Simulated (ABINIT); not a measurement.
# BaTiO3 (Pm-3m) in ABINIT: notebook, part 2 of 2

ABINIT 10.8.3 (patched build). The steps go on from the part before.

## 3. Relaxation of cell and atoms, LDA

Contents of run.abi:

```
# Pseudopotentials
pp_dirpath "./"
pseudos "Ba.upf, Ti.upf, O.upf"

# Structure
acell 4.006 4.006 4.006 Angstrom
rprim
     1.0000000000     0.0000000000     0.0000000000
     0.0000000000     1.0000000000     0.0000000000
     0.0000000000     0.0000000000     1.0000000000
ntypat 3
znucl 56 22 8
natom 5
typat 1 2 3 3 3
chkprim 0
chksymtnons 0
tolsym 1.0e-6
xred
            1/2            1/2            1/2
            0.0            0.0            0.0
            0.0            0.0            1/2
            0.0            1/2            0.0
            1/2            0.0            0.0

# Plane-wave basis
ecut 1142.878222 eV
ecutsm 0.5

# k points
kptopt 1
ngkpt 5 5 5
nshiftk 1
shiftk 0.0 0.0 0.0

# Exchange and correlation
ixc 7

# Bands and occupations
nband 24
occopt 3
tsmear 0.00183747

# SCF cycle
nstep 80
tolvrs 1.0e-12

# Output
iomode 3
prteig 0
prtebands 0
prtwf 0
prtden 0

# Relaxation
ionmov 2
optcell 2
ntime 50
tolmxf 2.0e-5
dilatmx 1.08
```

Potentials or basis: PseudoDojo NC SR LDA v0.4.1 standard.

Started as:

```bash
abinit run.abi > log 2>&1
```

run.abo:

```text
.Version 10.8.3 of ABINIT
 Symmetries : space group Pm -3 m (#221); Bravais cP (primitive cubic)
================================================================================
 Values of the parameters that define the memory need of the present run
     intxc =       0    ionmov =       2      iscf =       7    lmnmax =       6
     lnmax =       6     mgfft =      48  mpssoang =       3    mqgrid =    3001
     natom =       5  nloc_mem =       1    nspden =       1   nspinor =       1
    nsppol =       1      nsym =      48    n1xccc =    2501    ntypat =       3
    occopt =       3   xclevel =       1
       mpw =        7138          nfft =      110592          nkpt =          10
================================================================================
================================================================================

--------------------------------------------------------------------------------
------------- Echo of variables that govern the present computation ------------
--------------------------------------------------------------------------------
 -outvars: echo values of preprocessed input variables --------
            acell      7.5702428604E+00  7.5702428604E+00  7.5702428604E+00 Bohr
              amu      1.37327000E+02  4.78800000E+01  1.59994000E+01
          chkprim           0
      chksymtnons           0
          dilatmx      1.08000000E+00
             ecut      4.20000000E+01 Hartree
           ecutsm      5.00000000E-01 Hartree
           ionmov           2
              ixc           7
         kptrlatt        5    0    0      0    5    0      0    0    5
          kptrlen      3.78512143E+01
            natom           5
            nband          24
            ngfft          48      48      48
             nkpt          10
            nstep          80
             nsym          48
            ntime          50
           ntypat           3
           occopt           3
          optcell           2
           prtden           0
        prtebands           0
           prteig           0
            prtwf           0
          spgroup         221
           tolmxf      2.00000000E-05
           tolsym      1.00000000E-06
           tolvrs      1.00000000E-12
           tsmear      1.83747000E-03 Hartree
            typat      1  2  3  3  3
           xangst      2.0030000000E+00  2.0030000000E+00  2.0030000000E+00
                       0.0000000000E+00  0.0000000000E+00  0.0000000000E+00
                       0.0000000000E+00  0.0000000000E+00  2.0030000000E+00
                       0.0000000000E+00  2.0030000000E+00  0.0000000000E+00
                       2.0030000000E+00  0.0000000000E+00  0.0000000000E+00
            xcart      3.7851214302E+00  3.7851214302E+00  3.7851214302E+00
                       0.0000000000E+00  0.0000000000E+00  0.0000000000E+00
                       0.0000000000E+00  0.0000000000E+00  3.7851214302E+00
                       0.0000000000E+00  3.7851214302E+00  0.0000000000E+00
                       3.7851214302E+00  0.0000000000E+00  0.0000000000E+00
             xred      5.0000000000E-01  5.0000000000E-01  5.0000000000E-01
                       0.0000000000E+00  0.0000000000E+00  0.0000000000E+00
                       0.0000000000E+00  0.0000000000E+00  5.0000000000E-01
                       0.0000000000E+00  5.0000000000E-01  0.0000000000E+00
                       5.0000000000E-01  0.0000000000E+00  0.0000000000E+00
            znucl       56.00000   22.00000    8.00000

================================================================================

 chkinp: Checking input parameters for consistency.

================================================================================
== DATASET  1 ==================================================================

--- !DatasetInfo
[... 666 lines left out ...]
 ----iterations are completed or convergence reached----

 Mean square residual over all n,k,spin=   20.322E-15; max=  44.342E-13
 reduced coordinates (array xred) for    5 atoms
       0.500000000000      0.500000000000      0.500000000000
       0.000000000000      0.000000000000      0.000000000000
       0.000000000000      0.000000000000      0.500000000000
       0.000000000000      0.500000000000      0.000000000000
       0.500000000000      0.000000000000      0.000000000000
 rms dE/dt=  0.0000E+00; max dE/dt=  0.0000E+00; dE/dt below (all hartree)
    1       0.000000000000      0.000000000000      0.000000000000
    2       0.000000000000      0.000000000000      0.000000000000
    3       0.000000000000      0.000000000000      0.000000000000
    4       0.000000000000      0.000000000000      0.000000000000
    5       0.000000000000      0.000000000000      0.000000000000

 cartesian coordinates (angstrom) at end:
    1      1.96897669134525     1.96897669134525     1.96897669134525
    2      0.00000000000000     0.00000000000000     0.00000000000000
    3      0.00000000000000     0.00000000000000     1.96897669134525
    4      0.00000000000000     1.96897669134525     0.00000000000000
    5      1.96897669134525     0.00000000000000     0.00000000000000

 cartesian forces (hartree/bohr) at end:
    1     -0.00000000000000    -0.00000000000000    -0.00000000000000
    2     -0.00000000000000    -0.00000000000000    -0.00000000000000
    3     -0.00000000000000    -0.00000000000000    -0.00000000000000
    4     -0.00000000000000    -0.00000000000000    -0.00000000000000
    5     -0.00000000000000    -0.00000000000000    -0.00000000000000
 frms,max,avg= 0.0000000E+00 0.0000000E+00   0.000E+00  0.000E+00  0.000E+00 h/b

 cartesian forces (eV/Angstrom) at end:
    1     -0.00000000000000    -0.00000000000000    -0.00000000000000
    2     -0.00000000000000    -0.00000000000000    -0.00000000000000
    3     -0.00000000000000    -0.00000000000000    -0.00000000000000
    4     -0.00000000000000    -0.00000000000000    -0.00000000000000
    5     -0.00000000000000    -0.00000000000000    -0.00000000000000
 frms,max,avg= 0.0000000E+00 0.0000000E+00   0.000E+00  0.000E+00  0.000E+00 e/A
 length scales=  7.441653389877  7.441653389877  7.441653389877 bohr
              =  3.937953382690  3.937953382690  3.937953382690 angstroms
 Fermi (or HOMO) energy (hartree) =   0.28224   Average Vxc (hartree)=  -0.44884
 Eigenvalues (hartree) for nkpt=  10  k points:
 kpt#   1, nband= 24, wtk=  0.00800, kpt=  0.0000  0.0000  0.0000 (reduced coord)
  -1.79865   -0.93822   -0.93822   -0.93822   -0.65397   -0.36131   -0.33587   -0.33587
  -0.10831   -0.10831   -0.10831    0.16675    0.16675    0.16675    0.20581    0.20581
   0.20581    0.24687    0.24687    0.24687    0.31628    0.31628    0.31628    0.41015
      occupation numbers for kpt#   1
   2.00000    2.00000    2.00000    2.00000    2.00000    2.00000    2.00000    2.00000
   2.00000    2.00000    2.00000    2.00000    2.00000    2.00000    2.00000    2.00000
   2.00000    2.00000    2.00000    2.00000    0.00000    0.00000    0.00000    0.00000
 prteigrs : prtvol=0 or 1, do not print more k-points.

--- !EnergyTerms
iteration_state     : {dtset: 1, itime: 5, icycle: 1, }
comment             : Components of total free energy in Hartree
kinetic             :  6.28283284207528E+01
hartree             :  2.89363472706676E+01
xc                  : -2.78113940957910E+01
Ewald energy        : -1.05364253165879E+02
psp_core            :  5.78707389569274E+00
local_psp           : -9.79429011806896E+01
non_local_psp       : -3.83209799049889E+00
internal            : -1.37398896845745E+02
'-kT*entropy'       : -5.64984759644257E-11
total_energy        : -1.37398896845802E+02
total_energy_eV     : -3.73881445184281E+03
band_energy         : -1.01408512220425E+01
...

 Cartesian components of stress tensor (hartree/bohr^3)
  sigma(1 1)=  6.93103517E-10  sigma(3 2)=  0.00000000E+00
  sigma(2 2)=  6.93103526E-10  sigma(3 1)=  0.00000000E+00
  sigma(3 3)=  6.93103526E-10  sigma(2 1)=  0.00000000E+00

-Cartesian components of stress tensor (GPa)         [Pressure= -2.0392E-05 GPa]
- sigma(1 1)=  2.03918095E-05  sigma(3 2)=  0.00000000E+00
- sigma(2 2)=  2.03918098E-05  sigma(3 1)=  0.00000000E+00
- sigma(3 3)=  2.03918098E-05  sigma(2 1)=  0.00000000E+00

== END DATASET(S) ==============================================================
================================================================================

 -outvars: echo values of variables after computation  --------
            acell      7.4416533899E+00  7.4416533899E+00  7.4416533899E+00 Bohr
           etotal     -1.3739889685E+02
            fcart     -0.0000000000E+00 -0.0000000000E+00 -0.0000000000E+00
                      -0.0000000000E+00 -0.0000000000E+00 -0.0000000000E+00
                      -0.0000000000E+00 -0.0000000000E+00 -0.0000000000E+00
                      -0.0000000000E+00 -0.0000000000E+00 -0.0000000000E+00
                      -0.0000000000E+00 -0.0000000000E+00 -0.0000000000E+00
           strten      6.9310351729E-10  6.9310352596E-10  6.9310352596E-10
                       0.0000000000E+00  0.0000000000E+00  0.0000000000E+00
           xangst      1.9689766913E+00  1.9689766913E+00  1.9689766913E+00
                       0.0000000000E+00  0.0000000000E+00  0.0000000000E+00
                       0.0000000000E+00  0.0000000000E+00  1.9689766913E+00
                       0.0000000000E+00  1.9689766913E+00  0.0000000000E+00
                       1.9689766913E+00  0.0000000000E+00  0.0000000000E+00
             xred      5.0000000000E-01  5.0000000000E-01  5.0000000000E-01
                       0.0000000000E+00  0.0000000000E+00  0.0000000000E+00
                       0.0000000000E+00  0.0000000000E+00  5.0000000000E-01
                       0.0000000000E+00  5.0000000000E-01  0.0000000000E+00
                       5.0000000000E-01  0.0000000000E+00  0.0000000000E+00
 Calculation completed.
```

Run time: 6.9 min. Hardware: 1 thread of Arm Neoverse V1, shared host; peak memory 0.11 GiB.

What came out:

- Free energy: -3738.8145 eV
- Relaxed volume: 12.21 Å³/atom
- Relaxed cell: a = 3.938 Å, b = 3.938 Å, c = 3.938 Å, α = 90.00°, β = 90.00°, γ = 90.00°
- Space group after relaxing (to 0.05 Å): Pm-3m (No. 221)
- Energy gained by relaxing: 18.9 meV/atom
- Ionic steps: 5
- Pressure after relaxing: 0.0 GPa
- Band gap on the k mesh: 1.89 eV, direct

Step by step:
```
step  energy change (eV)  largest force (eV/Å)  pressure (GPa)  volume (Å³)
   1              0.0000                0.0000           -8.95        64.29
   2             -0.0734                0.0000           -4.43        62.54
   3             -0.0942                0.0000            0.36        60.95
   4             -0.0943                0.0000           -0.01        61.07
   5             -0.0943                0.0000            0.00        61.07
```

Final structure:
```cif
data_structure
_symmetry_space_group_name_H-M 'P 1'
_symmetry_Int_Tables_number 1
_cell_length_a 3.9380
_cell_length_b 3.9380
_cell_length_c 3.9380
_cell_angle_alpha 90.000
_cell_angle_beta 90.000
_cell_angle_gamma 90.000
_cell_volume 61.07
loop_
_atom_site_label
_atom_site_type_symbol
_atom_site_fract_x
_atom_site_fract_y
_atom_site_fract_z
_atom_site_occupancy
Ba1 Ba 0.50000 0.50000 0.50000 1
Ti1 Ti 0.00000 0.00000 0.00000 1
O1 O 0.00000 0.00000 0.50000 1
O2 O 0.00000 0.50000 0.00000 1
O3 O 0.50000 0.00000 0.00000 1
```

Caveat: this set's barium file shifts pressures by 1 GPa against other sets; this release of the barium file is off; spin-orbit coupling is left out, which moves the levels of the heavy elements; an odd mesh through Γ misses points on the zone boundary, where band edges often lie.

## 4. Single point, LDA (cell relaxed)

Contents of run.abi:

```
# Pseudopotentials
pp_dirpath "./"
pseudos "Ba.upf, Ti.upf, O.upf"

# Structure
acell 3*1.0 Angstrom
rprim
     3.9379533900     0.0000000000     0.0000000000
     0.0000000000     3.9379533900     0.0000000000
     0.0000000000     0.0000000000     3.9379533900
ntypat 3
znucl 56 22 8
natom 5
typat 1 2 3 3 3
xred
     0.5000000000     0.5000000000     0.5000000000
     0.0000000000     0.0000000000     0.0000000000
     0.0000000000     0.0000000000     0.5000000000
     0.0000000000     0.5000000000     0.0000000000
     0.5000000000     0.0000000000     0.0000000000
chkprim 0
chksymtnons 0
tolsym 1.0e-6

# Plane-wave basis
ecut 42.0

# k points
kptopt 1
ngkpt 5 5 5
nshiftk 1
shiftk 0.0 0.0 0.0

# Exchange and correlation
ixc 7

# Bands and occupations
nband 24
occopt 3
tsmear 0.05 eV

# SCF cycle
nstep 100
tolvrs 1.0e-10

# Output
iomode 3
prtwf 0
prtden 0
prteig 0
prtebands 0
enunit 1
prtvol 2
```

Started as:

```bash
abinit run.abi > log 2>&1
```

Run time: 76 s. Hardware: 1 thread of Arm Neoverse V1, shared host; peak memory 0.09 GiB.

The run converged. Its results:

```yaml
Free_energy: -3738.8146 eV
Pressure: 0.0 GPa
Band_gap_on_the_k_mesh: 1.89 eV, direct
Valence_electrons_inside_the_program's_atomic_spheres: Ba 5.28; Ti 9.45; O 6.24
```

Levels at points of the mesh, in eV from the valence-band top:
| k point | band 18 | band 19 | band 20 | band 21 | band 22 | band 23 |
| --- | --- | --- | --- | --- | --- | --- |
| (0.00, 0.00, 0.00) | 0.00 | 0.00 | 0.00 | 1.89 | 1.89 | 1.89 |

Caveat: this set's barium file shifts pressures by 1 GPa against other sets; this release of the barium file is off; spin-orbit coupling is left out, which moves the levels of the heavy elements; an odd mesh through Γ misses points on the zone boundary, where band edges often lie.

## 5. Summary

| task | level | potentials or basis | cell | cell freedom (optcell) | optimiser (ionmov) | cutoff smearing ecutsm (Ha) | force stop (Ha/bohr) | gap on the mesh (eV) | pressure (GPa) |
| --- | --- | --- | --- | --- | --- | --- | --- | --- | --- |
| single point | PBE | PseudoDojo NC SR PBE v0.4.1 standard | cell relaxed | - | - | - | - | 1.88 | 0.0 |
| relaxation of cell and atoms | LDA | PseudoDojo NC SR LDA v0.4.1 standard | relaxed | 2 | 2 | 0.5 | 2e-05 | 1.89 | 0.0 |
| single point | LDA | PseudoDojo NC SR LDA v0.4.1 standard | cell relaxed | - | - | - | - | 1.89 | 0.0 |

Alike in all rows: no spin polarisation; k mesh 5 × 5 × 5; cutoff (eV) 1143; smearing fermi-dirac 0.05 eV.

Caveats: this set's barium file shifts pressures by 1 GPa against other sets; this release of the barium file is off; spin-orbit coupling is left out, which moves the levels of the heavy elements; an odd mesh through Γ misses points on the zone boundary, where band edges often lie.

Absolute energies hang on the potentials; compare differences alone.
